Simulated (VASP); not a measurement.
C: single point with PBE+D3(BJ)

The system is C, a slab with vacuum.

```
CELL_PARAMETERS angstrom
2.46550 0.00000 0.00000
-1.23275 2.13416 0.00000
0.00000 0.00000 26.00000
ATOMIC_POSITIONS crystal
C 0.08331 0.16662 0.50000
C 0.41669 0.83338 0.50000
```

```
Program             : VASP 6.6.1
Task                : single point
Functional          : PBE
Dispersion          : D3(BJ)
Potentials or basis : VASP PAW PBE potentials, release 64 (C)
Cutoff              : 520 eV
k mesh              : 12 × 12 × 1
Occupations         : gaussian, width 0.02 eV
Spin                : no spin polarisation
```

| Item | Value |
| --- | --- |
| Largest force | 0.022 eV/Å |
| Band gap on the k mesh | 0.00 eV, direct |
| Dispersion energy per atom | -0.089 eV |

Forces in eV/Å, atoms in the order of the input:
```
C    0.000  0.022  0.000
C    0.000 -0.022  0.000
```

Levels at points of the mesh, in eV from the valence-band top:
```csv
k point,band 1,band 2,band 3,band 4,band 5,band 6,band 7,band 8
"(0.00, 0.00, 0.00)",-19.53,-7.62,-3.05,-3.04,3.26,4.03,4.28,4.75
"(0.50, 0.00, 0.00)",-14.29,-13.25,-6.42,-2.36,1.68,7.39,11.11,11.27
"(0.00, 0.50, 0.00)",-14.28,-13.24,-6.43,-2.36,1.68,7.37,11.12,11.27
```

Run time: 74 s on 1 thread of Intel(R) Xeon(R) Platinum 8259CL CPU @ 2.50GHz (Skylake/Cascade Lake), on a shared host, peak memory 0.26 GiB.
